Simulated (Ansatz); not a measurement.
Crystal: MoS2.

```
CELL_PARAMETERS angstrom
1.58000 0.91221 6.15000
-1.58000 0.91221 6.15000
0.00000 -1.82443 6.15000
ATOMIC_POSITIONS crystal
Mo 0.00000 0.00000 0.00000
S 0.41700 0.41700 0.41700
S 0.25000 0.25000 0.25000
```

Measurements of this composition are mostly on another form, of space group No. 194.

| Item | Value |
| --- | --- |
| Program | Ansatz 0.2.0 |
| Task | relaxation of cell and atoms |
| Functional | r2SCAN |
| Potentials or basis | Ansatz PAW |
| Cutoff | 500 eV (not typed: the program's choice for these potentials) |
| k mesh | 10 × 10 × 10 |
| Occupations | fermi-dirac, width 0.05 eV |
| Spin | no spin polarisation |

At the start: volume 17.73 Å³/atom.

How do energy, volume and symmetry change on relaxing?

It ends after 7 steps and the volume is 19.02 Å³/atom (+7.3 %); space group R3m (No. 160, to 0.05 Å).

The path:
| step | energy change (eV) | largest force (eV/Å) | volume (Å³) |
| --- | --- | --- | --- |
| 1 | 0.0000 | 0.3627 | 53.18 |
| 2 | -0.0142 | 0.2300 | 57.43 |
| 3 | -0.0265 | 0.0434 | 56.55 |
| 4 | -0.0271 | 0.0018 | 56.70 |
| 5 | -0.0272 | 0.0061 | 56.92 |
| 6 | -0.0272 | 0.0026 | 57.07 |
| 7 | -0.0281 | 0.0026 | 57.07 |

Final structure:
```
Mo S
1.0
     1.59251    0.91943    6.49570
    -1.59251    0.91943    6.49570
     0.00000   -1.83887    6.49570
Mo S
1 2
Cartesian
  0.0000 0.0000 0.0021
  0.0000 0.0000 8.0503
  0.0000 0.0000 4.9455
```

Caveat: the plane-wave basis is chosen anew once the cell has moved, so the energies of steps on either side of that aren't comparable; the PAW data sets come from PBE, with cores solved anew for the run's functional, which leaves a small shift of forces and pressure.
